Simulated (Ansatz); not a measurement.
## B: start and end of a relaxation

A trial structure of B was built thus: random cell by space group and Wyckoff sites (Pmmm, No. 47). Lengths were set from tabulated atomic sizes, so they are only a guess.

start.cif

```cif
data_structure
_symmetry_space_group_name_H-M 'Pmmm'
_symmetry_Int_Tables_number 47
_cell_length_a 1.7344
_cell_length_b 1.9125
_cell_length_c 2.2140
_cell_angle_alpha 90.000
_cell_angle_beta 90.000
_cell_angle_gamma 90.000
_cell_volume 7.34
loop_
_atom_site_label
_atom_site_type_symbol
_atom_site_symmetry_multiplicity
_atom_site_Wyckoff_symbol
_atom_site_fract_x
_atom_site_fract_y
_atom_site_fract_z
_atom_site_occupancy
B1 B 1 h 0.50000 0.50000 0.50000 1
```

Theory: DFT PBE, scalar-relativistic, plane waves, PAW (Ansatz). Cutoff 420 eV, Gaussian smearing, Γ-centred meshes. Cell and atoms relax first on a coarse mesh and then on a finer one. In between, the cell is made exact in the group found at 0.06 Å. In metals the finer mesh still leaves noise of several meV/atom or more. The steps can't lower the symmetry of their start. No spin polarisation.

end.cif

```cif
data_structure
_symmetry_space_group_name_H-M 'Pm-3m'
_symmetry_Int_Tables_number 221
_cell_length_a 1.8849
_cell_length_b 1.8849
_cell_length_c 1.8849
_cell_angle_alpha 90.000
_cell_angle_beta 90.000
_cell_angle_gamma 90.000
_cell_volume 6.70
loop_
_atom_site_label
_atom_site_type_symbol
_atom_site_symmetry_multiplicity
_atom_site_Wyckoff_symbol
_atom_site_fract_x
_atom_site_fract_y
_atom_site_fract_z
_atom_site_occupancy
B1 B 1 b 0.50000 0.50000 0.50000 1
```

The symmetry goes from Pmmm (No. 47) to Pm-3m (No. 221). The end has the simple cubic type. The volume per atom shrinks by 8.8 %, from 7.3 to 6.7 Å³. The shortest distance goes from 1.73 Å (B–B) to 1.88 Å (B–B). The energy falls by about 0.17 eV/atom (the start's value is from the coarse mesh).

```json
{
  "Volume per atom": "6.70 Å³",
  "Density": "2.68 g/cm³",
  "Energy over the standard state": "+1.10 eV/atom",
  "Gap on the 28×28×28 mesh of the 1-atom cell": "0 eV (a metal)"
}
```

Energies count from the standard state of B at the same level. It lies above the standard state, so it could only be metastable.

The last run used Gaussian smearing of 0.10 eV. A later test with randomly moved atoms led to a structure 619 meV/atom lower, so this end is a saddle point or a shallow minimum. In all, the 3 runs took 21 s on 1 thread of Arm Neoverse V1 (shared host).
